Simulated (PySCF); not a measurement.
# Isomerisation enthalpies of C2H4O2

**What was measured.**

From CRC Handbook of Chemistry and Physics, for the gas at 298.15 K: enthalpy of formation of `CC(=O)O` (acetic acid) -432.2 kJ/mol; enthalpy of formation of `COC=O` (methyl formate) -357.4 kJ/mol.

The runs below try to reproduce these values; the comparison stands at the end.

Differences of these values give the isomerisation enthalpies. Geometries: GFN2-xTB; runs in PySCF, gas phase, with a dispersion term only where the level names one. Total electronic energies (Eh):

```json
{"SMILES": "CC(=O)O", "PBE0/pcSseg-1": "-228.81485"}
{"SMILES": "COC=O", "PBE0/pcSseg-1": "-228.78808"}
```

Geometry of `CC(=O)O` (Å):
```
atom  x, y, z in Å
C1    -0.958   -0.058   -0.118
C2     0.487    0.328    0.021
O3     0.929    1.441   -0.049
O4     1.265   -0.742    0.242
H5    -1.283   -0.557    0.791
H6    -1.560    0.827   -0.297
H7    -1.063   -0.756   -0.945
H8     2.193   -0.474    0.329
```

Geometry of `COC=O` (Å):
```
atom  x, y, z in Å
C1    -1.0342   -0.0890   -0.0549
O2     0.2155   -0.6650    0.3213
C3     1.3086    0.0411    0.0966
O4     1.3788    1.1261   -0.3987
H5    -1.5704   -0.8209   -0.6573
H6    -0.8651    0.8259   -0.6252
H7    -1.6010    0.1347    0.8493
H8     2.1768   -0.5434    0.4443
```

Zero-point and thermal terms are left out, so the computed numbers are electronic energies.

**Comparison with experiment**

Relative to `CC(=O)O`, the lowest by measurement, in kJ/mol (measured: enthalpies at 298.15 K; computed: electronic energies):

```json
{"SMILES": "CC(=O)O", "measured": "0.0", "PBE0/pcSseg-1": "0.0"}
{"SMILES": "COC=O", "measured": "74.8", "PBE0/pcSseg-1": "70.3"}
```

Measured values: -432.2 kJ/mol (298.15 K; CRC Handbook of Chemistry and Physics) for the first row; the others come from the same table. Unsigned miss: PBE0/pcSseg-1 4.5 kJ/mol. One conformer stands for `CC(=O)O` and `COC=O`, not necessarily the lowest, while the measurement averages over conformers. Where a level misses, the cause wasn't examined.
